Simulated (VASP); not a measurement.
# BaTe (I4/mmm) in VASP: further runs, part 2 of 2

VASP 6.6.1.

**3. Single point, PBE**

This run uses another cell than the first one, of the same volume but with other edges.

Contents of INCAR:

```
PREC = Accurate ; ENCUT = 520
EDIFF = 1E-6 ; ISMEAR = 0
SIGMA = 0.05 ; LREAL = False
LASPH = True ; NELM = 100
ALGO = Normal ; ISIF = 2
LWAVE = False ; LCHARG = True
GGA = PE ; LELF = True
LVHAR = True ; NBANDS = 15
```

Contents of KPOINTS:

```
Automatic mesh
0
Gamma
  8 8 8
```

Contents of POSCAR:

```
BaTe
1.0
    0.0000000000      3.5998251246      3.0598513559
    3.5998251246      0.0000000000      3.0598513559
    3.5998251246      3.5998251246      0.0000000000
Ba Te
1 1
Direct
    0.0000000000      0.0000000000      0.0000000000
    0.5000000000      0.5000000000      0.5000000000
```

Potentials or basis: VASP PAW PBE potentials, release 64 (Ba_sv, Te).

Started as:

```sh
> cat potpaw_PBE.64/Ba_sv/POTCAR potpaw_PBE.64/Te/POTCAR > POTCAR
> mpirun -np 1 vasp_std > vasp.out
```

OUTCAR:

```text
PREC = Accurate
   ENCUT = 520
   EDIFF = 1E-6
   ISMEAR = 0
   LREAL = False
   LASPH = True
   NELM = 100
   ISIF = 2
   GGA = PE

 ion  position               nearest neighbor table
   1  0.000  0.000  0.000-   2 3.06   2 3.06   2 3.60   2 3.60   2 3.60   2 3.60
   2  0.500  0.500  0.500-   1 3.06   1 3.06   1 3.60   1 3.60   1 3.60   1 3.60

  LATTYP: Found a body centered tetragonal cell.
 ALAT       =     5.0909215134
 C/A-ratio  =     1.2020815280

  Lattice vectors:

 A1 = (   0.0000000000,  -3.5998251246,  -3.0598513559)
 A2 = (   0.0000000000,   3.5998251246,  -3.0598513559)
 A3 = (   3.5998251246,   0.0000000000,   3.0598513559)

Analysis of symmetry for initial positions (statically):
=====================================================================
 Subroutine PRICEL returns:
 Original cell was already a primitive cell.

 Routine SETGRP: Setting up the symmetry group for a
 body centered tetragonal supercell.

 Subroutine GETGRP returns: Found 16 space group operations
 (whereof 16 operations were pure point group operations)
 out of a pool of 16 trial point group operations.

The static configuration has the point symmetry D_4h.

Analysis of symmetry for dynamics (positions and initial velocities):
=====================================================================
 Subroutine PRICEL returns:
 Original cell was already a primitive cell.

 Routine SETGRP: Setting up the symmetry group for a
 body centered tetragonal supercell.

 Subroutine GETGRP returns: Found 16 space group operations
 (whereof 16 operations were pure point group operations)
 out of a pool of 16 trial point group operations.

The dynamic configuration has the point symmetry D_4h.

 Subroutine INISYM returns: Found 16 space group operations
 (whereof 16 operations are pure point group operations),
 and found     1 'primitive' translations

----------------------------------------------------------------------------------------

                                     Primitive cell
[... 116 lines left out ...]
   GGA     = PE    functional components
   LHFCALC =     F    Hartree Fock is set to
   AEXX    =    0.0000 exact exchange contribution
   IVDW    =     0    specifies the selected vdW correction
   LEPSILON=     F    determine dielectric tensor
   LRPA    =     F    only Hartree local field effects (RPA)
 non-spin polarized calculation
 Gauss-broadening in eV      SIGMA  =   0.05
  energy-cutoff  :      520.00
  volume of cell :       79.30
 maximum number of plane-waves:      2160
   NGX = 17   NGY = 17   NGZ = 19

 number of electron      16.0000000 magnetization

 Free energy of the ion-electron system (eV)
  ---------------------------------------------------
  ext. energy  EPLUGINS =         0.00000000
  ---------------------------------------------------
  free energy    TOTEN  =        -7.97129009 eV

  energy without entropy =       -7.97129009  energy(sigma->0) =       -7.97129009

 E-fermi :   3.7280     XC(G=0):  -8.5220

 val. band max:        3.4506771315   @ k =   0.0000   0.0000   0.0000
 cond. band min:       4.0880230984   @ k =   0.5000   0.5000   0.0000
 fundamental gap:      0.6373459668
 Fermi energy:         3.7280112504

 k-point     1 :       0.0000    0.0000    0.0000
  band No.  band energies     occupation
      1     -23.9673      2.00000
      2      -9.3382      2.00000
      3      -9.1264      2.00000
      4      -9.1264      2.00000
      5      -6.9859      2.00000
      6       2.6103      2.00000
      7       2.6103      2.00000
      8       3.4507      2.00000
      9       5.1473      0.00000
     10       5.3596      0.00000
     11       5.3596      0.00000
     12       5.9617      0.00000
     13       6.4563      0.00000
     14       7.9660      0.00000
[... 401 lines left out ...]
      2      -9.7505      2.00000
      3      -9.2208      2.00000
      4      -9.1751      2.00000
      5      -6.2025      2.00000
      6       0.9145      2.00000
      7       1.7035      2.00000
      8       2.0482      2.00000
      9       5.7946      0.00000
     10       7.1298      0.00000
     11       7.3423      0.00000
     12       7.6603      0.00000
     13       9.1253      0.00000
     14       9.8002      0.00000
     15      10.8690      0.00000

 [... further k-points ...]
[... 5 lines left out ...]
  --------------------------------------------------------------------------------------
  -------------------------------------------------------------------------------------
  Total        0.0430829      0.0430829     11.2632652      0.0000000      0.0000000      0.0000000
  in kB        0.8704078      0.8704078    227.5525782      0.0000000      0.0000000      0.0000000
  external PRESSURE =      76.4311312 kB  Pullay stress =       0.0000000 kB

 VOLUME and BASIS-vectors are now :
 -----------------------------------------------------------------------------
  energy-cutoff  :      520.00
  volume of cell :       79.30
      direct lattice vectors                 reciprocal lattice vectors
     0.000000000  3.599825125  3.059851356    -0.138895636  0.138895636  0.163406631
     3.599825125  0.000000000  3.059851356     0.138895636 -0.138895636  0.163406631
     3.599825125  3.599825125  0.000000000     0.138895636  0.138895636 -0.163406631

 POSITION                                       TOTAL-FORCE (eV/Angst)
 -----------------------------------------------------------------------------------
      0.00000      0.00000      0.00000         0.000000      0.000000      0.000000
      3.59983      3.59983      3.05985        -0.000000     -0.000000     -0.000000
 -----------------------------------------------------------------------------------
    total drift:                                0.000000      0.000000      0.000000

  FREE ENERGIE OF THE ION-ELECTRON SYSTEM (eV)
  ---------------------------------------------------
  free  energy   TOTEN  =        -7.9712900914 eV

  energy  without entropy=       -7.9712900914  energy(sigma->0) =       -7.97129009
```

OSZICAR:

```text
N       E                     dE             d eps       ncg     rms          rms(c)
DAV:   1     0.859389928919E+02    0.85939E+02   -0.63542E+03  1770   0.901E+02
DAV:   2    -0.297832264337E+01   -0.88917E+02   -0.81619E+02  2441   0.158E+02
DAV:   3    -0.803525007606E+01   -0.50569E+01   -0.50203E+01  2401   0.405E+01
DAV:   4    -0.814869482075E+01   -0.11344E+00   -0.11340E+00  2308   0.616E+00
DAV:   5    -0.815140615619E+01   -0.27113E-02   -0.27113E-02  2444   0.785E-01    0.490E+00
DAV:   6    -0.798821327755E+01    0.16319E+00   -0.15780E-01  2134   0.201E+00    0.310E+00
DAV:   7    -0.796626838166E+01    0.21945E-01   -0.15939E-01  2295   0.217E+00    0.856E-01
DAV:   8    -0.797047640425E+01   -0.42080E-02   -0.12490E-02  1910   0.741E-01    0.234E-01
DAV:   9    -0.797110426097E+01   -0.62786E-03   -0.80624E-04  2351   0.211E-01    0.535E-02
DAV:  10    -0.797126065688E+01   -0.15640E-03   -0.15220E-04  2022   0.787E-02    0.223E-02
DAV:  11    -0.797129027335E+01   -0.29616E-04   -0.37720E-05  2225   0.360E-02    0.172E-02
DAV:  12    -0.797129009144E+01    0.18191E-06   -0.47201E-06  2120   0.116E-02
   1 F= -.79712901E+01 E0= -.79712901E+01  d E =-.239749E-17
```

stdout:

```text
POSCAR found type information on POSCAR BaTe
 POSCAR found :  2 types and       2 ions
 scaLAPACK will be used
 LDA part: xc-table for (Slater+PW92), standard interpolation
 POSCAR, INCAR and KPOINTS ok, starting setup
 FFT: planning ... GRIDC
 FFT: planning ... GRID_SOFT
 FFT: planning ... GRID
 WAVECAR not read
 entering main loop
```

It took 58 s on 1 thread of Intel Xeon Platinum 8259CL at 2.50GHz (Skylake/Cascade Lake), shared host; peak memory 0.26 GiB.

What came out:

| Item | Value |
| --- | --- |
| Free energy | -7.9713 eV |
| Pressure | 7.6 GPa |
| Band gap on the k mesh | 0.64 eV, indirect (least direct gap 1.07 eV) |

Levels at points of the mesh, in eV from the valence-band top:
| k point | band 5 | band 6 | band 7 | band 8 | band 9 | band 10 | band 11 | band 12 |
| --- | --- | --- | --- | --- | --- | --- | --- | --- |
| (0.00, 0.00, 0.00) | -10.44 | -0.84 | -0.84 | 0.00 | 1.70 | 1.91 | 1.91 | 2.51 |
| (0.50, 0.00, 0.00) | -9.13 | -3.14 | -2.08 | -2.04 | 3.57 | 4.04 | 4.70 | 4.80 |
| (0.50, 0.50, 0.00) | -10.21 | -1.33 | -1.33 | -0.96 | 0.64 | 4.25 | 4.43 | 4.98 |
| (0.50, 0.00, 0.50) | -10.24 | -2.03 | -1.09 | -0.34 | 0.74 | 3.18 | 4.91 | 5.14 |

Caveat: spin-orbit coupling is left out, which moves the levels of the heavy elements.

**4. Single point, PBE**

This run uses another cell than the first one, of the same volume but with other edges.

Contents of INCAR:

```
  ALGO = Normal
  EDIFF = 1E-6
  ENCUT = 520
  GGA = PE
  ISIF = 2
  ISMEAR = 0
  LASPH = T
  LCHARG = T
  LELF = T
  LREAL = F
  LVHAR = T
  LWAVE = F
  NBANDS = 15
  NELM = 100
  PREC = Accurate
  SIGMA = 0.05
```

Contents of KPOINTS:

```
k-points
0
Gamma
  8 8 8
```

Contents of POSCAR:

```
BaTe
1.0
    0.0000000000      3.8277882743      2.7062463099
    3.8277882743      0.0000000000      2.7062463099
    3.8277882743      3.8277882743      0.0000000000
Ba Te
1 1
Direct
    0.0000000000      0.0000000000      0.0000000000
    0.5000000000      0.5000000000      0.5000000000
```

Potentials or basis: VASP PAW PBE potentials, release 64 (Ba_sv, Te).

Started as:

```sh
> cat potpaw_PBE.64/Ba_sv/POTCAR potpaw_PBE.64/Te/POTCAR > POTCAR
> mpirun -np 1 vasp_std > vasp.out
```

OUTCAR:

```text
EDIFF = 1E-6
   ENCUT = 520
   GGA = PE
   ISIF = 2
   ISMEAR = 0
   LASPH = T
   LREAL = F
   NELM = 100
   PREC = Accurate

 ion  position               nearest neighbor table
   1  0.000  0.000  0.000-   2 2.71   2 2.71   2 3.83   2 3.83   2 3.83   2 3.83
   2  0.500  0.500  0.500-   1 2.71   1 2.71   1 3.83   1 3.83   1 3.83   1 3.83

  LATTYP: Found a body centered tetragonal cell.
 ALAT       =     5.4133100914
 C/A-ratio  =     0.9998489886

  Lattice vectors:

 A1 = (   0.0000000000,  -3.8277882743,  -2.7062463099)
 A2 = (   0.0000000000,   3.8277882743,  -2.7062463099)
 A3 = (   3.8277882743,   0.0000000000,   2.7062463099)

Analysis of symmetry for initial positions (statically):
=====================================================================
 Subroutine PRICEL returns:
 Original cell was already a primitive cell.

 Routine SETGRP: Setting up the symmetry group for a
 body centered tetragonal supercell.

 Subroutine GETGRP returns: Found 16 space group operations
 (whereof 16 operations were pure point group operations)
 out of a pool of 16 trial point group operations.

The static configuration has the point symmetry D_4h.

Analysis of symmetry for dynamics (positions and initial velocities):
=====================================================================
 Subroutine PRICEL returns:
 Original cell was already a primitive cell.

 Routine SETGRP: Setting up the symmetry group for a
 body centered tetragonal supercell.

 Subroutine GETGRP returns: Found 16 space group operations
 (whereof 16 operations were pure point group operations)
 out of a pool of 16 trial point group operations.

The dynamic configuration has the point symmetry D_4h.

 Subroutine INISYM returns: Found 16 space group operations
 (whereof 16 operations are pure point group operations),
 and found     1 'primitive' translations

----------------------------------------------------------------------------------------

                                     Primitive cell
[... 116 lines left out ...]
   GGA     = PE    functional components
   LHFCALC =     F    Hartree Fock is set to
   AEXX    =    0.0000 exact exchange contribution
   IVDW    =     0    specifies the selected vdW correction
   LEPSILON=     F    determine dielectric tensor
   LRPA    =     F    only Hartree local field effects (RPA)
 non-spin polarized calculation
 Gauss-broadening in eV      SIGMA  =   0.05
  energy-cutoff  :      520.00
  volume of cell :       79.30
 maximum number of plane-waves:      2214
   NGX = 17   NGY = 17   NGZ = 21

 number of electron      16.0000000 magnetization

 Free energy of the ion-electron system (eV)
  ---------------------------------------------------
  ext. energy  EPLUGINS =         0.00000000
  ---------------------------------------------------
  free energy    TOTEN  =        -5.28378608 eV

  energy without entropy =       -5.28302277  energy(sigma->0) =       -5.28340442

 E-fermi :   4.4762     XC(G=0):  -8.4138

 val. band max:        4.4542111625   @ k =   0.3750   0.0000   0.3750
 cond. band min:       4.4926671219   @ k =   0.1250   0.1250   0.0000
 fundamental gap:      0.0384559595
 Fermi energy:         4.4761903625

 k-point     1 :       0.0000    0.0000    0.0000
  band No.  band energies     occupation
      1     -23.8705      2.00000
      2      -9.9884      2.00000
      3      -8.9915      2.00000
      4      -8.9915      2.00000
      5      -7.2681      2.00000
      6       2.3498      2.00000
      7       2.3498      2.00000
      8       4.0954      2.00000
      9       5.1481      0.00000
     10       5.1558      0.00000
     11       5.1558      0.00000
     12       5.4859      0.00000
     13       7.4647      0.00000
     14      10.3322      0.00000
[... 401 lines left out ...]
      2     -10.5664      2.00000
      3      -9.1273      2.00000
      4      -9.0419      2.00000
      5      -5.9829      2.00000
      6       0.8706      2.00000
      7       1.4032      2.00000
      8       2.6231      2.00000
      9       5.8410      0.00000
     10       6.8527      0.00000
     11       7.0122      0.00000
     12       7.5415      0.00000
     13       8.5149      0.00000
     14       9.4039      0.00000
     15      10.9948      0.00000

 [... further k-points ...]
[... 5 lines left out ...]
  --------------------------------------------------------------------------------------
  -------------------------------------------------------------------------------------
  Total       -1.4289584     -1.4289584     32.2482075      0.0000000      0.0000000      0.0000000
  in kB      -28.8693514    -28.8693514    651.5129160      0.0000000      0.0000000      0.0000000
  external PRESSURE =     197.9247377 kB  Pullay stress =       0.0000000 kB

 VOLUME and BASIS-vectors are now :
 -----------------------------------------------------------------------------
  energy-cutoff  :      520.00
  volume of cell :       79.30
      direct lattice vectors                 reciprocal lattice vectors
     0.000000000  3.827788274  2.706246310    -0.130623735  0.130623735  0.184757758
     3.827788274  0.000000000  2.706246310     0.130623735 -0.130623735  0.184757758
     3.827788274  3.827788274  0.000000000     0.130623735  0.130623735 -0.184757758

 POSITION                                       TOTAL-FORCE (eV/Angst)
 -----------------------------------------------------------------------------------
      0.00000      0.00000      0.00000         0.000000      0.000000     -0.000000
      3.82779      3.82779      2.70625        -0.000000     -0.000000      0.000000
 -----------------------------------------------------------------------------------
    total drift:                                0.000000      0.000000      0.000000

  FREE ENERGIE OF THE ION-ELECTRON SYSTEM (eV)
  ---------------------------------------------------
  free  energy   TOTEN  =        -5.2837860804 eV

  energy  without entropy=       -5.2830227686  energy(sigma->0) =       -5.28340442
```

OSZICAR:

```text
N       E                     dE             d eps       ncg     rms          rms(c)
DAV:   1     0.896505925912E+02    0.89651E+02   -0.63278E+03  1770   0.896E+02
DAV:   2    -0.427457385891E+00   -0.90078E+02   -0.81769E+02  2412   0.163E+02
DAV:   3    -0.561159411044E+01   -0.51841E+01   -0.51225E+01  2441   0.407E+01
DAV:   4    -0.574441849363E+01   -0.13282E+00   -0.13279E+00  2286   0.673E+00
DAV:   5    -0.574755452497E+01   -0.31360E-02   -0.31360E-02  2509   0.808E-01    0.868E+00
DAV:   6    -0.534270272070E+01    0.40485E+00   -0.38791E-01  2113   0.306E+00    0.511E+00
DAV:   7    -0.527823352253E+01    0.64469E-01   -0.22650E-01  2365   0.253E+00    0.147E+00
DAV:   8    -0.528293598078E+01   -0.47025E-02   -0.11684E-02  2015   0.795E-01    0.284E-01
DAV:   9    -0.528363273969E+01   -0.69676E-03   -0.14002E-03  2239   0.256E-01    0.772E-02
DAV:  10    -0.528369069949E+01   -0.57960E-04   -0.14173E-04  2162   0.666E-02    0.311E-02
DAV:  11    -0.528377919990E+01   -0.88500E-04   -0.84648E-05  2001   0.568E-02    0.144E-02
DAV:  12    -0.528378571391E+01   -0.65140E-05   -0.95409E-06  2176   0.178E-02    0.482E-03
DAV:  13    -0.528378608040E+01   -0.36649E-06   -0.97271E-07  1647   0.590E-03
   1 F= -.52837861E+01 E0= -.52834044E+01  d E =-.763312E-03
```

stdout:

```text
POSCAR found type information on POSCAR BaTe
 POSCAR found :  2 types and       2 ions
 scaLAPACK will be used
 LDA part: xc-table for (Slater+PW92), standard interpolation
 POSCAR, INCAR and KPOINTS ok, starting setup
 FFT: planning ... GRIDC
 FFT: planning ... GRID_SOFT
 FFT: planning ... GRID
 WAVECAR not read
 entering main loop
```

Wall time 60 s (1 thread of Intel Xeon Platinum 8259CL at 2.50GHz (Skylake/Cascade Lake), shared host); peak memory 0.26 GiB.

Results:

```
Free energy            : -5.2838 eV
Pressure               : 19.8 GPa
Band gap on the k mesh : none (metal or under the smearing width)
```

Stress tensor (GPa, compression positive):
```
-2.89  0.00  0.00
 0.00 -2.89  0.00
 0.00  0.00 65.15
```

Caveat: so large a pressure means that the cell lies far from this level's equilibrium, or that cutoff or potentials fall short. Spin-orbit coupling is left out, which matters for the levels of Ba, Te.
